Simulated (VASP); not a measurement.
A run of VASP 6.6.1 is set up as follows.

INCAR

```
  PREC = Accurate
  ENCUT = 600
  EDIFF = 1E-7
  ISMEAR = 0
  SIGMA = 0.1
  LREAL = False
  LASPH = True
  NELM = 100
  ALGO = Fast
  ISIF = 3
  LWAVE = False
  LCHARG = False
  GGA = PE
  IBRION = 2
  NSW = 100
  EDIFFG = -0.005
```

KPOINTS

```
Automatic mesh
0
Gamma
  12 12 12
```

File POSCAR:

```
Al2Pt
1.0
    0.0000000000      2.9550000000      2.9550000000
    2.9550000000      0.0000000000      2.9550000000
    2.9550000000      2.9550000000      0.0000000000
Al Pt
2 1
Direct
    0.2500000000      0.2500000000      0.2500000000
    0.7500000000      0.7500000000      0.7500000000
    0.0000000000      0.0000000000      0.0000000000
```

Potentials or basis: VASP PAW PBE potentials, release 64 (Al, Pt).

Command:

```console
$ cat potpaw_PBE.64/Al/POTCAR potpaw_PBE.64/Pt/POTCAR > POTCAR
$ mpirun -np 1 vasp_std > vasp.out
```

Predict the relaxed volume.

17.50 Å³/atom.

Predict the space group after relaxing (to 0.05 Å).

Fm-3m (No. 225).

Final structure:
```cif
data_structure
_symmetry_space_group_name_H-M 'P 1'
_symmetry_Int_Tables_number 1
_cell_length_a 4.2033
_cell_length_b 4.2033
_cell_length_c 4.2033
_cell_angle_alpha 60.000
_cell_angle_beta 60.000
_cell_angle_gamma 60.000
_cell_volume 52.51
loop_
_atom_site_label
_atom_site_type_symbol
_atom_site_fract_x
_atom_site_fract_y
_atom_site_fract_z
_atom_site_occupancy
Al1 Al 0.25000 0.25000 0.25000 1
Al2 Al 0.75000 0.75000 0.75000 1
Pt1 Pt 0.00000 0.00000 0.00000 1
```

Spin-orbit coupling is left out, which matters for the levels of Pt. PBE usually gives volumes a little too large and moduli too small.
